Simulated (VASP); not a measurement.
Hf in VASP: convergence with ENCUT

Slab: Hf, a slab with vacuum.

```xyz
5
Lattice="3.1396 0.0000 0.0000 0.0000 3.1396 0.0000 0.0000 0.0000 23.8800" Properties=species:S:1:pos:R:3 pbc="T T T"
Hf    1.5698    1.5698    7.5000
Hf    0.0000    0.0000    9.7200
Hf    1.5698    1.5698   11.9400
Hf    0.0000    0.0000   14.1600
Hf    1.5698    1.5698   16.3800
```

```yaml
Program: VASP 6.6.1
Task: single point
Functional: PBE
Potentials_or_basis: VASP PAW PBE potentials, release 64 (Hf_pv)
Cutoff: 200 eV
k_mesh: 7 × 7 × 1
Occupations: gaussian, width 0.02 eV
Spin: no spin polarisation
```

These are the settings of the first run; the series varies ENCUT, with any setting tied to it.

Hardware: 1 thread of Intel(R) Xeon(R) 6975P-C (Granite Rapids), on a shared host.

| ENCUT | energy less the tightest run, at zero smearing (meV/atom) | largest force (eV/Å) | SCF cycles | CPU time (s) | peak memory (GiB) |
| --- | --- | --- | --- | --- | --- |
| 200 eV | 28.28 | 1.083 | 34 | 25 | 0.15 |
| 250 eV | 7.20 | 1.091 | 37 | 37 | 0.17 |
| 300 eV | 3.46 | 1.091 | 39 | 59 | 0.2 |
| 350 eV | 1.67 | 1.091 | 39 | 74 | 0.23 |
| 400 eV | 0.98 | 1.090 | 34 | 75 | 0.25 |
| 450 eV | 0.52 | 1.091 | 39 | 120 | 0.31 |
| 500 eV | 0.35 | 1.091 | 38 | 130 | 0.33 |
| 600 eV | 0.13 | 1.091 | 38 | 210 | 0.4 |
| 800 eV | 0.00 | 1.091 | 36 | 310 | 0.5 |

Against the tightest run, the energy stays within 1 meV/atom from 400 eV on; the largest force stays within 0.005 eV/Å from 250 eV on. The tightest run that finished is the yardstick and may itself not be fully converged.

Spin-orbit coupling is left out, which matters for the levels of Hf.
